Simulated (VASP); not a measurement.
## CoSi: relaxation of cell and atoms with PBE

Crystal: CoSi.

```xyz
8
Lattice="4.4299 0.0000 0.0000 0.0000 4.4299 0.0000 0.0000 0.0000 4.4299" Properties=species:S:1:pos:R:3 pbc="T T T"
Co    0.6425    0.6425    0.6425
Co    2.8575    1.5724    3.7874
Co    3.7874    2.8575    1.5724
Co    1.5724    3.7874    2.8575
Si    3.7356    3.7356    3.7356
Si    1.5206    2.9092    0.6943
Si    0.6943    1.5206    2.9092
Si    2.9092    0.6943    1.5206
```

The cell was built by a generator and needn't be a form met in nature.

```json
{
 "Program": "VASP 6.6.1",
 "Task": "relaxation of cell and atoms",
 "Functional": "PBE",
 "Potentials or basis": "VASP PAW PBE potentials, release 64 (Co, Si)",
 "Cutoff": "520 eV",
 "k mesh": "8 × 8 × 8",
 "Occupations": "gaussian, width 0.1 eV",
 "Spin": "collinear spin, ferromagnetic start",
 "Starting moments": "[2.0, 2.0, 2.0, 2.0, 0.0, 0.0, 0.0, 0.0] μB",
 "Further INCAR settings": "ALGO = Normal; EDIFF = 1e-07; IBRION = 2; POTIM = 0.3; EDIFFG = -0.005; NSW = 60; ISIF = 3"
}
```

| Quantity | Value |
| --- | --- |
| Energy gained by relaxing | 0.0 meV/atom |
| Ionic steps | 2 |
| Pressure after relaxing | 0.0 GPa |
| Largest force after relaxing | 0.004 eV/Å |
| Band gap on the k mesh | none (metal or under the smearing width) |
| Net moment | 0.00 μB per cell |
| Valence electrons inside the program's atomic spheres | Co 8.62; Si 1.61 |

Forces on the atoms (eV/Å):
```
Co   0.001  0.001  0.001
Co   0.001 -0.001 -0.001
Co  -0.001  0.001 -0.001
Co  -0.001 -0.001  0.001
Si  -0.002 -0.002 -0.002
Si  -0.002  0.002  0.002
Si   0.002 -0.002  0.002
Si   0.002  0.002 -0.002
```

Final structure:
```
Co Si
1.0
     4.42995    0.00000    0.00000
     0.00000    4.42995    0.00000
     0.00000    0.00000    4.42995
Co Si
4 4
Direct
  0.14505 0.14505 0.14505
  0.64505 0.35495 0.85495
  0.85495 0.64505 0.35495
  0.35495 0.85495 0.64505
  0.84324 0.84324 0.84324
  0.34324 0.65676 0.15676
  0.15676 0.34324 0.65676
  0.65676 0.15676 0.34324
```

Levels at points of the mesh, in eV from the Fermi level:
Spin up:
```tsv
k point	band 22	band 23	band 24	band 25	band 26	band 27	band 28	band 29	band 30	band 31
(0.00, 0.00, 0.00)	-0.92	-0.79	-0.79	-0.02	-0.02	-0.02	2.48	2.48	2.48	2.90
(0.50, 0.00, 0.00)	-1.05	-0.66	-0.66	-0.50	-0.50	0.99	0.99	1.47	1.47	4.26
(0.50, 0.50, 0.00)	-1.50	-1.01	-1.01	-0.05	-0.05	0.57	0.57	1.99	1.99	2.50
(0.50, 0.50, 0.50)	-1.23	-1.23	-1.23	-0.23	-0.23	-0.23	-0.23	5.39	5.39	5.39
```
Spin down:
```
           k point  band 22  band 23  band 24  band 25  band 26  band 27  band 28  band 29  band 30  band 31
(0.00, 0.00, 0.00)    -0.92    -0.79    -0.79    -0.02    -0.02    -0.02     2.48     2.48     2.48     2.90
(0.50, 0.00, 0.00)    -1.05    -0.66    -0.66    -0.50    -0.50     0.99     0.99     1.47     1.47     4.26
(0.50, 0.50, 0.00)    -1.50    -1.01    -1.01    -0.05    -0.05     0.57     0.57     1.99     1.99     2.50
(0.50, 0.50, 0.50)    -1.23    -1.23    -1.23    -0.23    -0.23    -0.23    -0.23     5.39     5.39     5.39
```

Wall time 50 s on 4 MPI ranks on Intel(R) Xeon(R) 6975P-C (Granite Rapids), with other jobs on the host, peak memory 0.37 GiB a rank.

Caveat: the starting moments collapsed, and a magnetic state may lie lower.
